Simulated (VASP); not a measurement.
VASP 6.6.1 run: BeTe

INCAR

```
ISIF = 2
EDIFF = 1E-7
SIGMA = 0.3
LWAVE = .FALSE.
GGA = PE
IBRION = -1
ENCUT = 800
ISMEAR = 1
LCHARG = .FALSE.
NELM = 120
LREAL = .FALSE.
NBANDS = 11
PREC = Accurate
NSW = 0
LASPH = .TRUE.
```

KPOINTS

```
KPOINTS created by Atomic Simulation Environment
0
Gamma
8 8 8
0 0 0
```

POSCAR

```
Be Te
 1.0000000000000000
     0.0000000000000000    2.8286236223999999    2.8851960947999999
     2.8286236223999999    0.0000000000000000    2.8851960947999999
     2.8286236223999999    2.8286236223999999    0.0000000000000000
 Be  Te
   1   1
Cartesian
  0.0000000000000000  0.0000000000000000  0.0000000000000000
  1.4143118111999997  1.4143118111999997  1.4425980474000000
```

The recommended PBE PAW datasets give the neutral cell 8 valence electrons.

Command

```
mpirun -np 1 vasp_std
```

Question: How does this run end, and what does it give?

Answer: It converged. Results: gap between bands v and c on the k mesh 1.98 eV; least direct gap on the k mesh 3.54 eV; pressure -0.8 GPa. Band v is the last that the valence electrons fill when counted band by band, and c is the next.

OSZICAR

```
N       E                     dE             d eps       ncg     rms          rms(c)
DAV:   1     0.261300695314E+02    0.26130E+02   -0.41705E+03  1298   0.831E+02
DAV:   2    -0.613518450894E+01   -0.32265E+02   -0.30784E+02  1736   0.111E+02
DAV:   3    -0.770914546363E+01   -0.15740E+01   -0.15703E+01  1672   0.254E+01
DAV:   4    -0.772851561873E+01   -0.19370E-01   -0.19366E-01  1571   0.323E+00
DAV:   5    -0.772891914511E+01   -0.40353E-03   -0.40351E-03  1653   0.463E-01    0.393E+00
DAV:   6    -0.764505201603E+01    0.83867E-01   -0.95583E-02  1545   0.130E+00    0.236E+00
DAV:   7    -0.761920279940E+01    0.25849E-01   -0.88445E-02  1518   0.133E+00    0.423E-01
DAV:   8    -0.761994882396E+01   -0.74602E-03   -0.55579E-03  1478   0.441E-01    0.701E-02
DAV:   9    -0.762018600099E+01   -0.23718E-03   -0.30034E-04  1578   0.105E-01    0.286E-02
DAV:  10    -0.762025129488E+01   -0.65294E-04   -0.78810E-05  1444   0.464E-02    0.138E-02
DAV:  11    -0.762025429120E+01   -0.29963E-05   -0.28524E-06  1741   0.104E-02    0.825E-03
DAV:  12    -0.762025618023E+01   -0.18890E-05   -0.40137E-06  1406   0.116E-02    0.383E-03
DAV:  13    -0.762025622719E+01   -0.46959E-07   -0.26635E-08  1586   0.123E-03
   1 F= -.76202562E+01 E0= -.76208136E+01  d E =0.167200E-02
```

For comparison, a separate PBE run of the intended cell, on usual settings and not on those above, gives a gap of 1.98 eV on its mesh and a pressure of -0.8 GPa.
